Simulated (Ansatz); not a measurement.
**WC: how the settings move a single-point run**

Question: which choices in the input matter for WC?

Program: Ansatz 0.2.0. Level of theory: reference: DFT, PBE, all-electron LAPW, scalar-relativistic. These are calculated values, not measurements.

## 1. The starting structure

Symmetry: P-6m2, No. 187, hexagonal system. The conventional cell has a = 2.842 Å, b = 2.842 Å, c = 2.772 Å, α = 90.00°, β = 90.00°, γ = 120.00°. W (site symmetry -6m2) has 6 C at 2.15 Å as nearest neighbours. Around C (site symmetry -6m2) lie 6 W at 2.15 Å.

Coordinates:

```cif
data_structure
_symmetry_space_group_name_H-M 'P-6m2'
_symmetry_Int_Tables_number 187
_cell_length_a 2.8418
_cell_length_b 2.8418
_cell_length_c 2.7717
_cell_angle_alpha 90.000
_cell_angle_beta 90.000
_cell_angle_gamma 120.000
_cell_volume 19.39
loop_
_atom_site_label
_atom_site_type_symbol
_atom_site_symmetry_multiplicity
_atom_site_Wyckoff_symbol
_atom_site_fract_x
_atom_site_fract_y
_atom_site_fract_z
_atom_site_occupancy
W1 W 1 a 0.00000 0.00000 0.00000 1
C1 C 1 f 0.66667 0.33333 0.50000 1
```

## 2. Reference

File input.yaml:

```yaml
crystal:
  lattice:
    - [2.8417946007, 0.0, 0.0]
    - [-1.4208973004, 2.4610663166, 0.0]
    - [0.0, 0.0, 2.7717403707]
  atoms:
    - { symbol: W, position: [0.0, 0.0, 0.0] }
    - { symbol: C, position: [0.6666666667, 0.3333333333, 0.5] }
kpoints:
  mp_grid: { grid: [13, 13, 12] }
scf:
  occupations: { method: fermi_dirac, width: 0.05 }
hamiltonian:
  xc: pbe
  pseudopotentials: { kind: all_electron, lapw: { basis_error: 0.001 } }
output:
  forces: true
  stress: true
  eigenvalues: true
```

Command:

```sh
> ansatz run input.yaml --threads 1 --pin off --max-ram 2048MiB --backend cpu --events-out ev --progress --plain --runs-dir out
```

## 3. Changed: mp_grid.grid [4, 4, 4]

Changes to input.yaml since step 2:

```diff
@@ -9,3 +9,3 @@
 kpoints:
-  mp_grid: { grid: [13, 13, 12] }
+  mp_grid: { grid: [4, 4, 4] }
 scf:
```

What does the calculation give? Wanted: for each run, ending; energy change; pressure; gap; force.

**Answer**, as computed:

| run | ending | energy change | pressure (GPa) | gap (eV) | force (eV/Å) | cycles | time |
| --- | --- | --- | --- | --- | --- | --- | --- |
| reference | converged | 0 | 37.7 | 0.00 | 0.00 | 8 | 55 s |
| 1: mp_grid.grid [4, 4, 4] | converged | +32.8 meV/atom | 38.8 | 0.00 | 0.00 | 8 | 6 s |

Residual by cycle in the longest SCF loop of each run; runs are numbered as in the table. The quantity is the density residual dr2, in eV.

| cycle | reference | run 1 |
| --- | --- | --- |
| 1 | 4.05 | 4.03 |
| 2 | 0.195 | 1.43 |
| 3 | 0.0135 | 0.0276 |
| 4 | 0.00165 | 0.00157 |
| 5 | 2.9e-4 | 2.4e-4 |
| 6 | 1.9e-6 | 9.4e-6 |
| 7 | 1.6e-7 | 1.2e-7 |
| 8 | 2.9e-9 | 3.6e-9 |

What this shows: Changing the k-point mesh moves the energy by +32.8 meV/atom, and the pressure goes from 37.7 to 38.8 GPa. Sampling errors of the energy have no fixed sign. Cost: 6 s against 55 s. The structure is not at rest: the sound run finds 38 GPa, so these are no properties of the relaxed crystal. The reference leaves spin out although W can carry a moment, so its state need not be the lowest.
